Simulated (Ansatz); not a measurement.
Runs of Ansatz 0.2.0 on WC. Symmetry: F-43m, No. 216, cubic system. Conventional cell: a = 4.604 Å, b = 4.604 Å, c = 4.604 Å, α = 90.00°, β = 90.00°, γ = 90.00°. W (site symmetry -43m) is surrounded by 4 C at 1.99 Å. Around C (site symmetry -43m) lie 4 W at 1.99 Å. The cell was built by a generator and needn't be a form met in nature.

```tsv
task	level	cell	cutoff (eV)	points for each segment of the path	gap on the mesh (eV)	pressure (GPa)	relaxed volume (Å³/atom)
single point	r2SCAN50	as given	500	-	none	(a)	-
relaxation of cell and atoms	HF	relaxed	420	-	none	0.0	12.81
band structure	HSE03	as given	420	4	none	12.0	-
relaxation of cell and atoms	HSEsol	relaxed	420	-	none	0.0	12.47
relaxation of cell and atoms	HSE03	relaxed	420	-	none	0.0	(b)
```

Alike in all rows: potentials or basis Ansatz PAW; no spin polarisation; k mesh 5 × 5 × 5; smearing fermi-dirac 0.05 eV; the mesh is coarse, so values aren't converged.

**Question.** Fill in the values left out.

**Answer.** (a) 4.0; (b) 12.68.

Caveats: all runs use coarse meshes; the PAW data sets come from PBE, with cores solved anew for the run's functional, which leaves a small shift of forces and pressure; the plane-wave basis is chosen anew once the cell has moved, so the energies of steps on either side of that aren't comparable (some runs); the thresholds are loose for stress (some runs); spin-orbit coupling is left out, which moves the levels of the heavy elements (some runs).

A k mesh can miss the band edges, and the runs leave out spin-orbit coupling on W.

A gap of «none» marks a metal or a gap under the smearing width.
